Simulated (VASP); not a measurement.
## Si23W (a cell with a defect): single point with PBEsol+U

The system is Si23W (a cell with a defect).

```xyz
24
Lattice="0.0000 8.1555 8.1555 5.4370 0.0000 5.4370 5.4370 5.4370 0.0000" Properties=species:S:1:pos:R:3 pbc="T T T"
W     0.0000    0.0000    0.0000
Si    2.7185    2.7185    0.0000
Si    2.7185    0.0000    2.7185
Si    5.4370    2.7185    2.7185
Si    0.0000    2.7185    2.7185
Si    2.7185    5.4370    2.7185
Si    2.7185    2.7185    5.4370
Si    5.4370    5.4370    5.4370
Si    0.0000    5.4370    5.4370
Si    2.7185    8.1555    5.4370
Si    2.7185    5.4370    8.1555
Si    5.4370    8.1555    8.1555
Si    1.3593    1.3592    1.3592
Si    4.0777    4.0777    1.3592
Si    4.0777    1.3592    4.0777
Si    6.7963    4.0777    4.0777
Si    1.3593    4.0777    4.0777
Si    4.0777    6.7962    4.0777
Si    4.0777    4.0777    6.7962
Si    6.7963    6.7962    6.7962
Si    1.3593    6.7963    6.7963
Si    4.0777    9.5148    6.7963
Si    4.0777    6.7963    9.5148
Si    6.7963    9.5148    9.5148
```

```json
{
  "Program": "VASP 6.6.1",
  "Task": "single point",
  "Functional": "PBEsol",
  "Potentials or basis": "VASP PAW PBE potentials, release 64 (W_sv, Si)",
  "Cutoff": "350 eV",
  "k mesh": "2 × 3 × 3",
  "Occupations": "gaussian, width 0.03 eV",
  "Spin": "collinear spin, ferromagnetic start",
  "Starting moments": "[0.4, 0.0, 0.0, 0.0, 0.0, 0.0, 0.0, 0.0, 0.0, 0.0, 0.0, 0.0, 0.0, 0.0, 0.0, 0.0, 0.0, 0.0, 0.0, 0.0, 0.0, 0.0, 0.0, 0.0] μB",
  "Hubbard terms": "W d U = 2 eV",
  "Dq": "0",
  "Further INCAR settings": "LREAL = Auto; ALGO = Normal; EDIFF = 1e-05; NBANDS = 75"
}
```

```yaml
Pressure: 1.1 GPa
Largest_force: 0.977 eV/Å
Band_gap_on_the_k_mesh: none (metal or under the smearing width)
Net_moment: 0.55 μB per cell
Site_moments: W +0.41; Si +0.00, +0.01, -0.00, -0.01 μB
Valence_electrons_inside_the_program's_atomic_spheres: W 12.20; Si 1.68, 1.69, 1.74
```

Forces in eV/Å, atoms in the order of the input:
```
W   -0.022 -0.185 -0.185
Si   0.001  0.009 -0.315
Si   0.001 -0.315  0.009
Si   0.306 -0.008 -0.008
Si  -0.113  0.086  0.086
Si  -0.078  0.096  0.053
Si  -0.078  0.053  0.096
Si   0.009 -0.002 -0.002
Si  -0.195 -0.037 -0.037
Si   0.072  0.163 -0.082
Si   0.072 -0.082  0.163
Si   0.010  0.012  0.012
Si   0.410  0.605  0.605
Si  -0.543 -0.364  0.642
Si  -0.543  0.642 -0.364
Si  -0.045  0.017  0.017
Si   0.002  0.004  0.004
Si   0.068 -0.059 -0.027
Si   0.068 -0.027 -0.059
Si  -0.013 -0.027 -0.027
Si   0.601 -0.544 -0.544
Si   0.021 -0.029  0.013
Si   0.021  0.013 -0.029
Si  -0.032 -0.020 -0.020
```

Levels at points of the mesh, in eV from the Fermi level:
Spin up:
| k point | band 51 | band 52 | band 53 | band 54 | band 55 | band 56 |
| --- | --- | --- | --- | --- | --- | --- |
| (0.00, 0.00, 0.00) | -0.43 | -0.27 | -0.22 | -0.21 | 0.84 | 1.03 |
| (0.50, 0.00, 0.00) | -0.60 | -0.58 | -0.28 | -0.21 | 0.53 | 0.90 |
Spin down:
```tsv
k point	band 50	band 51	band 52	band 53	band 54	band 55	band 56	band 57
(0.00, 0.00, 0.00)	-0.42	-0.24	-0.22	-0.18	-0.09	0.85	1.03	1.03
(0.50, 0.00, 0.00)	-0.76	-0.51	-0.39	-0.26	0.04	0.58	0.91	0.98
```

Eigenvalues of the final occupation matrices:
| site | spin | trace | eigenvalues |
| --- | --- | --- | --- |
| site 1 d | 1 | 2.01 | 0.32 0.41 0.42 0.42 0.45 |
| site 1 d | 2 | 1.61 | 0.17 0.28 0.38 0.39 0.39 |

Run time: 2.4 min on 4 MPI ranks on Intel(R) Xeon(R) Platinum 8488C (Sapphire Rapids), with other jobs on the host, peak memory 0.62 GiB a rank.

Caveat: the PAW data sets were made with another functional, which shifts forces and pressure a little; the U is typed as a test and isn't derived for this compound. The state reached can hang on the start; a lower one may exist.
